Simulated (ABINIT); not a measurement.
# TePb (Fm-3m) in ABINIT: a series of runs

The runs below take TePb through relaxation of cell and atoms, single point, with PBE.

Everything below comes from runs of ABINIT 10.8.3 (patched build). Logs are shortened: lines on timing, memory, paths and dates and some standing lists are left out, and cuts for length are marked. The log counts tension as positive stress, the text compression.

**1. The structure**

It takes space group Fm-3m (No. 225, cubic). Conventional cell: a = 6.462 Å, b = 6.462 Å, c = 6.462 Å, α = 90.00°, β = 90.00°, γ = 90.00°. Pb (site symmetry m-3m) is surrounded by 6 Te at 3.23 Å. Around Te (site symmetry m-3m) lie 6 Pb at 3.23 Å.

**2. Relaxation of cell and atoms, PBE**

run.abi reads:

```
# Pseudopotentials
pp_dirpath "./"
pseudos "Pb.upf, Te.upf"

# Structure
acell 3*1.0 Angstrom
rprim
     0.0000000000     3.2310000000     3.2310000000
     3.2310000000     0.0000000000     3.2310000000
     3.2310000000     3.2310000000     0.0000000000
ntypat 2
znucl 82 52
natom 2
typat 1 2
chkprim 0
chksymtnons 0
tolsym 1.0e-6
xred
            0.0            0.0            0.0
            1/2            1/2            1/2

# Plane-wave basis
ecut 40.0
ecutsm 0.5

# k points
kptopt 1
ngkpt 5 5 5
nshiftk 1
shiftk 0.0 0.0 0.0

# Exchange and correlation
ixc 11

# Bands and occupations
nband 19
occopt 3
tsmear 0.05 eV

# SCF cycle
nstep 80
tolvrs 1.0e-12

# Output
iomode 3
prteig 0
prtebands 0
prtwf 0
prtden 0

# Relaxation
ionmov 2
optcell 2
ntime 50
tolmxf 2.0e-5
dilatmx 1.08
```

Potentials or basis: PseudoDojo NC SR PBE v0.4.1 standard.

Run with:

```sh
$ mpirun --bind-to none -np 4 abinit run.abi > log 2>&1
```

run.abo:

```text
.Version 10.8.3 of ABINIT
 Symmetries : space group Fm -3 m (#225); Bravais cF (face-center cubic)
================================================================================
 Values of the parameters that define the memory need of the present run
     intxc =       0    ionmov =       2      iscf =       7    lmnmax =       6
     lnmax =       6     mgfft =      54  mpssoang =       3    mqgrid =    3001
     natom =       2  nloc_mem =       1    nspden =       1   nspinor =       1
    nsppol =       1      nsym =      48    n1xccc =    2501    ntypat =       2
    occopt =       3   xclevel =       2
       mpw =        6970          nfft =      157464          nkpt =          10
================================================================================
================================================================================

--------------------------------------------------------------------------------
------------- Echo of variables that govern the present computation ------------
--------------------------------------------------------------------------------
 -outvars: echo values of preprocessed input variables --------
            acell      1.8897261259E+00  1.8897261259E+00  1.8897261259E+00 Bohr
              amu      2.07200000E+02  1.27600000E+02
          chkprim           0
      chksymtnons           0
          dilatmx      1.08000000E+00
             ecut      4.00000000E+01 Hartree
           ecutsm      5.00000000E-01 Hartree
           ionmov           2
              ixc          11
         kptrlatt        5    0    0      0    5    0      0    0    5
          kptrlen      4.31738549E+01
            natom           2
            nband          19
            ngfft          54      54      54
             nkpt          10
            nstep          80
             nsym          48
            ntime          50
           ntypat           2
           occopt           3
          optcell           2
           prtden           0
        prtebands           0
           prteig           0
            prtwf           0
            rprim      0.0000000000E+00  3.2310000000E+00  3.2310000000E+00
                       3.2310000000E+00  0.0000000000E+00  3.2310000000E+00
                       3.2310000000E+00  3.2310000000E+00  0.0000000000E+00
          spgroup         225
           tolmxf      2.00000000E-05
           tolsym      1.00000000E-06
           tolvrs      1.00000000E-12
           tsmear      1.83746611E-03 Hartree
            typat      1  2
           xangst      0.0000000000E+00  0.0000000000E+00  0.0000000000E+00
                       3.2310000000E+00  3.2310000000E+00  3.2310000000E+00
            xcart      0.0000000000E+00  0.0000000000E+00  0.0000000000E+00
                       6.1057051128E+00  6.1057051128E+00  6.1057051128E+00
             xred      0.0000000000E+00  0.0000000000E+00  0.0000000000E+00
                       5.0000000000E-01  5.0000000000E-01  5.0000000000E-01
            znucl       82.00000   52.00000

================================================================================

 chkinp: Checking input parameters for consistency.

================================================================================
== DATASET  1 ==================================================================

--- !DatasetInfo
iteration_state: {dtset: 1, }
dimensions: {natom: 2, nkpt: 10, mband: 19, nsppol: 1, nspinor: 1, nspden: 1, mpw: 6970, }
cutoff_energies: {ecut:  40.0, pawecutdg:  -1.0, }
electrons: {nelect:   3.00000000E+01, charge:   0.00000000E+00, occopt:   3.00000000E+00, tsmear:   1.83746611E-03, }
meta: {optdriver: 0, ionmov: 2, optcell: 2, iscf: 7, paral_kgb: 0, }
...

 Exchange-correlation functional for the present dataset will be:
  GGA: Perdew-Burke-Ernzerhof functional - ixc=11
  J.P.Perdew, K.Burke, M.Ernzerhof, PRL 77, 3865 (1996)

 Real(R)+Recip(G) space primitive vectors, cartesian coordinates (Bohr,Bohr^-1):
 R(1)=  0.0000000  6.1057051  6.1057051  G(1)= -0.0818906  0.0818906  0.0818906
 R(2)=  6.1057051  0.0000000  6.1057051  G(2)=  0.0818906 -0.0818906  0.0818906
 R(3)=  6.1057051  6.1057051  0.0000000  G(3)=  0.0818906  0.0818906 -0.0818906
 Unit cell volume ucvol=  4.5523692E+02 bohr^3
 Angles (23,13,12)=  6.00000000E+01  6.00000000E+01  6.00000000E+01 degrees

 getcut: wavevector=  0.0000  0.0000  0.0000  ngfft=  54  54  54
         ecut(hartree)=     46.656   => boxcut(ratio)=   2.03457

--- Pseudopotential description ------------------------------------------------
- pspini: atom type   1  psp file is ./Pb.upf
  82.00000  14.00000  171031                  znucl, zion, pspdat
12 -101130 2 -1 1678                          pspcod,pspxc,lmax,lloc,mmax
     nproj     2     2     2

- pspini: atom type   2  psp file is ./Te.upf
  52.00000  16.00000  171031                  znucl, zion, pspdat
12 -101130 2 -1 1294                          pspcod,pspxc,lmax,lloc,mmax
     nproj     2     2     2

   2.43728993E+03                                ecore*ucvol(ha*bohr**3)
--------------------------------------------------------------------------------

================================================================================

=== [ionmov= 2] Broyden-Fletcher-Goldfarb-Shanno method (forces)
================================================================================

--- Iteration: ( 1/50) Internal Cycle: (1/1)
--------------------------------------------------------------------------------

---SELF-CONSISTENT-FIELD CONVERGENCE--------------------------------------------

--- !BeginCycle
iteration_state: {dtset: 1, itime: 1, icycle: 1, }
solver: {iscf: 7, nstep: 80, nline: 4, wfoptalg: 0, }
tolerances: {tolvrs: 1.00E-12, }
...

     iter   Etot(hartree)      deltaE(h)  residm     vres2
 ETOT  1  -175.00764698765    -1.750E+02 2.780E-01 1.305E+02
 ETOT  2  -175.26738944274    -2.597E-01 1.184E-02 3.098E+01
 ETOT  3  -175.27037111775    -2.982E-03 1.439E-03 1.686E+00
 ETOT  4  -175.27050636237    -1.352E-04 2.840E-03 4.249E-02
 ETOT  5  -175.27050762919    -1.267E-06 3.834E-03 8.104E-04
 ETOT  6  -175.27050767511    -4.592E-08 1.473E-04 1.355E-04
 ETOT  7  -175.27050768970    -1.459E-08 2.046E-04 5.047E-06
 ETOT  8  -175.27050769021    -5.106E-10 1.975E-05 1.161E-07
 ETOT  9  -175.27050769023    -1.469E-11 8.617E-06 8.638E-09
 ETOT 10  -175.27050769023    -2.984E-12 2.710E-06 2.603E-12
 ETOT 11  -175.27050769024    -5.599E-12 4.344E-07 7.445E-14
[... 445 lines left out ...]
 Gradient of E wrt nuclear positions in reduced coordinates (gred)
  0.00000000000000E+00  0.00000000000000E+00  0.00000000000000E+00
  0.00000000000000E+00  0.00000000000000E+00  0.00000000000000E+00
 Scale of Primitive Cell (acell) [bohr]
  8.77933916462842E+00  8.77933916462842E+00  8.77933916462842E+00
 Real space primitive translations (rprimd) [bohr]
  0.00000000000000E+00  6.20793025764539E+00  6.20793025764539E+00
  6.20793025764540E+00  0.00000000000000E+00  6.20793025764540E+00
  6.20793025764540E+00  6.20793025764540E+00  0.00000000000000E+00
 Unitary Cell Volume (ucvol) [Bohr^3]=  4.78487375091077E+02
 Angles (23,13,12)= [degrees]
  6.00000000000000E+01  6.00000000000000E+01  6.00000000000000E+01
 Lengths [Bohr]
  8.77933916462842E+00  8.77933916462842E+00  8.77933916462842E+00
 Stress tensor in cartesian coordinates (strten) [Ha/bohr^3]
 -1.19685893140709E-10  0.00000000000000E+00  0.00000000000000E+00
  0.00000000000000E+00 -1.19685891405985E-10  0.00000000000000E+00
  0.00000000000000E+00  0.00000000000000E+00 -1.19685893140709E-10
 Total energy (etotal) [Ha]= -1.75271322101376E+02

 Difference of energy with previous step (new-old):
           Absolute (Ha)=-1.03140E-08
           Relative     =-5.88458E-11

 At Broyd/MD step   5, gradients are converged :
  max grad (force/stress) = 1.1969E-08 < tolmxf= 2.0000E-05 ha/bohr (free atoms)

================================================================================

 ----iterations are completed or convergence reached----

 Mean square residual over all n,k,spin=   70.781E-17; max=  13.438E-14
 reduced coordinates (array xred) for    2 atoms
       0.000000000000      0.000000000000      0.000000000000
       0.500000000000      0.500000000000      0.500000000000
 rms dE/dt=  0.0000E+00; max dE/dt=  0.0000E+00; dE/dt below (all hartree)
    1       0.000000000000      0.000000000000      0.000000000000
    2       0.000000000000      0.000000000000      0.000000000000

 cartesian coordinates (angstrom) at end:
    1      0.00000000000000     0.00000000000000     0.00000000000000
    2      3.28509521699249     3.28509521699249     3.28509521699249

 cartesian forces (hartree/bohr) at end:
    1     -0.00000000000000    -0.00000000000000    -0.00000000000000
    2     -0.00000000000000    -0.00000000000000    -0.00000000000000
 frms,max,avg= 0.0000000E+00 0.0000000E+00   0.000E+00  0.000E+00  0.000E+00 h/b

 cartesian forces (eV/Angstrom) at end:
    1     -0.00000000000000    -0.00000000000000    -0.00000000000000
    2     -0.00000000000000    -0.00000000000000    -0.00000000000000
 frms,max,avg= 0.0000000E+00 0.0000000E+00   0.000E+00  0.000E+00  0.000E+00 e/A
 length scales=  8.779339164628  8.779339164628  8.779339164628 bohr
              =  4.645826209558  4.645826209558  4.645826209558 angstroms
 Fermi (or HOMO) energy (hartree) =   0.15181   Average Vxc (hartree)=  -0.34896
 Eigenvalues (hartree) for nkpt=  10  k points:
 kpt#   1, nband= 19, wtk=  0.00800, kpt=  0.0000  0.0000  0.0000 (reduced coord)
  -1.19049   -1.19049   -1.19035   -1.19035   -1.19035   -0.47834   -0.47834   -0.47820
  -0.47820   -0.47820   -0.29404   -0.07748    0.09062    0.09062    0.09062    0.28143
   0.28143    0.28143    0.35121
      occupation numbers for kpt#   1
   2.00000    2.00000    2.00000    2.00000    2.00000    2.00000    2.00000    2.00000
   2.00000    2.00000    2.00000    2.00000    2.00000    2.00000    2.00000    0.00000
   0.00000    0.00000    0.00000
 prteigrs : prtvol=0 or 1, do not print more k-points.

--- !EnergyTerms
iteration_state     : {dtset: 1, itime: 5, icycle: 1, }
comment             : Components of total free energy in Hartree
kinetic             :  9.14662490247237E+01
hartree             :  4.19642388589345E+01
xc                  : -4.46063086462306E+01
Ewald energy        : -1.03116412541750E+02
psp_core            :  5.09373927040466E+00
local_psp           : -1.22172888460509E+02
non_local_psp       : -4.38999395700036E+01
internal            : -1.75271322064430E+02
'-kT*entropy'       : -3.69460321969460E-08
total_energy        : -1.75271322101376E+02
total_energy_eV     : -4.76937564354429E+03
band_energy         : -1.70694074856109E+01
...

 Cartesian components of stress tensor (hartree/bohr^3)
  sigma(1 1)= -1.19685893E-10  sigma(3 2)=  0.00000000E+00
  sigma(2 2)= -1.19685891E-10  sigma(3 1)=  0.00000000E+00
  sigma(3 3)= -1.19685893E-10  sigma(2 1)=  0.00000000E+00

-Cartesian components of stress tensor (GPa)         [Pressure=  3.5213E-06 GPa]
- sigma(1 1)= -3.52128055E-06  sigma(3 2)=  0.00000000E+00
- sigma(2 2)= -3.52128050E-06  sigma(3 1)=  0.00000000E+00
- sigma(3 3)= -3.52128055E-06  sigma(2 1)=  0.00000000E+00

== END DATASET(S) ==============================================================
================================================================================

 -outvars: echo values of variables after computation  --------
            acell      8.7793391646E+00  8.7793391646E+00  8.7793391646E+00 Bohr
           etotal     -1.7527132210E+02
            fcart     -0.0000000000E+00 -0.0000000000E+00 -0.0000000000E+00
                      -0.0000000000E+00 -0.0000000000E+00 -0.0000000000E+00
            rprim      0.0000000000E+00  7.0710678119E-01  7.0710678119E-01
                       7.0710678119E-01  0.0000000000E+00  7.0710678119E-01
                       7.0710678119E-01  7.0710678119E-01  0.0000000000E+00
           strten     -1.1968589314E-10 -1.1968589141E-10 -1.1968589314E-10
                       0.0000000000E+00  0.0000000000E+00  0.0000000000E+00
           xangst      0.0000000000E+00  0.0000000000E+00  0.0000000000E+00
                       3.2850952170E+00  3.2850952170E+00  3.2850952170E+00
             xred      0.0000000000E+00  0.0000000000E+00  0.0000000000E+00
                       5.0000000000E-01  5.0000000000E-01  5.0000000000E-01
 Calculation completed.
```

It took 80 s on 4 MPI ranks of Arm Neoverse V1, shared host; peak memory 0.44 GiB.

What came out:

```
Free energy                            : -4769.3756 eV
Relaxed volume                         : 35.45 Å³/atom
Relaxed cell                           : a = 4.646 Å, b = 4.646 Å, c = 4.646 Å, α = 60.00°, β = 60.00°, γ = 60.00°
Space group after relaxing (to 0.05 Å) : Fm-3m (No. 225)
Energy gained by relaxing              : 11.1 meV/atom
Ionic steps                            : 5
Pressure after relaxing                : 0.0 GPa
```

The path:
```
step  energy change (eV)  largest force (eV/Å)  pressure (GPa)  volume (Å³)
   1              0.0000                0.0000            2.16        67.46
   2             -0.0056                0.0000            1.84        67.91
   3             -0.0221                0.0000            0.11        70.70
   4             -0.0222                0.0000            0.01        70.89
   5             -0.0222                0.0000            0.00        70.90
```

Final structure:
```xyz
2
Lattice="0.0000 3.2851 3.2851 3.2851 0.0000 3.2851 3.2851 3.2851 0.0000" Properties=species:S:1:pos:R:3 pbc="T T T"
Pb    0.0000    0.0000    0.0000
Te    3.2851    3.2851    3.2851
```

Caveat: this odd mesh misses L, where the gap lies, so gap, dielectric constants and Born charges aren't listed. Zero-point motion and thermal expansion aren't in these numbers.

**3. Single point, PBE (cell relaxed)**

run.abi reads:

```
# Pseudopotentials
pp_dirpath "./"
pseudos "Pb.upf, Te.upf"

# Structure
acell 3*1.0
rprim
     0.0000000000     6.2079302591     6.2079302591
     6.2079302591     0.0000000000     6.2079302591
     6.2079302591     6.2079302591     0.0000000000
ntypat 2
znucl 82 52
natom 2
typat 1 2
xred
     0.0000000000     0.0000000000     0.0000000000
     0.5000000000     0.5000000000     0.5000000000
chkprim 0
chksymtnons 0
tolsym 1.0e-6

# Plane-wave basis
ecut 40.0

# k points
kptopt 1
ngkpt 5 5 5
nshiftk 1
shiftk 0.0 0.0 0.0

# Exchange and correlation
ixc 11

# Bands and occupations
nband 19
occopt 3
tsmear 0.00183747

# SCF cycle
nstep 100
tolvrs 1.0e-10

# Output
iomode 3
prtwf 0
prtden 0
prteig 0
prtebands 0
enunit 2
```

Potentials or basis: PseudoDojo NC SR PBE v0.4.1 standard.

Run with:

```sh
$ mpirun --bind-to none -np 4 abinit run.abi > log 2>&1
```

It took 13 s on 4 MPI ranks of Arm Neoverse V1, shared host; peak memory 0.36 GiB.

It converged, with:

* Free energy: -4769.3757 eV
* Pressure: 0.0 GPa
* Valence electrons inside the program's atomic spheres: Pb 10.03; Te 11.92

Levels at points of the mesh, in eV from the Fermi level:
| k point | band 12 | band 13 | band 14 | band 15 | band 16 | band 17 | band 18 | band 19 |
| --- | --- | --- | --- | --- | --- | --- | --- | --- |
| (0.00, 0.00, 0.00) | -6.24 | -1.67 | -1.67 | -1.67 | 3.53 | 3.53 | 3.53 | 5.43 |

Caveat: this odd mesh misses L, where the gap lies, so gap, dielectric constants and Born charges aren't listed. The run has no spin-orbit coupling, so splittings on Pb, Te are missing.
